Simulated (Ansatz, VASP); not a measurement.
MgTe: VASP beside Ansatz

File INCAR:

```
SYSTEM = MgTe
  PREC = Accurate
  ENCUT = 520
  EDIFF = 1E-7
  ISMEAR = 0
  SIGMA = 0.05
  LREAL = .False.
  LASPH = .True.
  NELM = 100
  ALGO = Fast
  ISIF = 2
  LWAVE = .False.
  LCHARG = .False.
  GGA = CA
  NBANDS = 16
```

The input KPOINTS:

```
regular mesh
0
Gamma
  9 9 4
  0 0 0
```

Contents of POSCAR:

```
MgTe
1.0
    4.5400020208      0.0000000000      0.0000000000
   -2.2700010104      3.9317570832      0.0000000000
    0.0000000000      0.0000000000      7.3950000000
Mg Te
2 2
Direct
    0.3333333333      0.6666666667      0.0000000000
    0.6666666667      0.3333333333      0.5000000000
    0.3333333333      0.6666666667      0.3598580122
    0.6666666667      0.3333333333      0.8598580122
```

Input for Ansatz:

```yaml
crystal:
  lattice:
    - [4.5400020208, 0.0, 0.0]
    - [-2.2700010104, 3.9317570832, 0.0]
    - [0.0, 0.0, 7.395]
  atoms:
    - { symbol: Mg, position: [0.3333333333, 0.6666666667, 0.0] }
    - { symbol: Mg, position: [0.6666666667, 0.3333333333, 0.5] }
    - { symbol: Te, position: [0.3333333333, 0.6666666667, 0.3598580122] }
    - { symbol: Te, position: [0.6666666667, 0.3333333333, 0.8598580122] }
basis:
  ecutwfc: 420
kpoints:
  mp_grid: { grid: [9, 9, 4] }
hamiltonian:
  xc: lda
scf:
  occupations: { method: gaussian, width: 0.05 }
output:
  forces: true
  stress: true
  eigenvalues: true
```

Change from the starting cell: all Te atoms moved +0.075 Å, as atom 3 towards its neighbour atom 1 (Mg) at 2.736 Å.

Alike in both runs: task single point; functional LDA; k mesh 9 × 9 × 4; occupations gaussian, width 0.05 eV; no spin polarisation.

|  | VASP | Ansatz |
| --- | --- | --- |
| version | VASP 6.6.1 | Ansatz 0.2.0 |
| potentials or method | VASP PAW LDA potentials, release 64 (Mg, Te) | scalar-relativistic, plane waves, PAW |
| plane-wave cutoff (eV) | 520 | 420 |
| valence electrons in the cell | 16 | 52 |

```csv
,VASP,Ansatz,Ansatz less VASP
gap on the k mesh at the Fermi level (eV),2.27,2.24,-0.023
least direct gap on the mesh (eV),2.27,2.24,-0.023
pressure (GPa),-0.6,-0.6,+0.04
largest component of the traceless stress (GPa),2.07,2.04,-0.031
rms of the force components (eV/Å),0.357,0.352,-0.0050
```

Atom by atom the forces differ by 0.005 eV/Å (rms over components). The two sets of potentials don't hold the same shells in valence.

Caveats: spin-orbit coupling is left out, which moves the levels of the heavy elements.
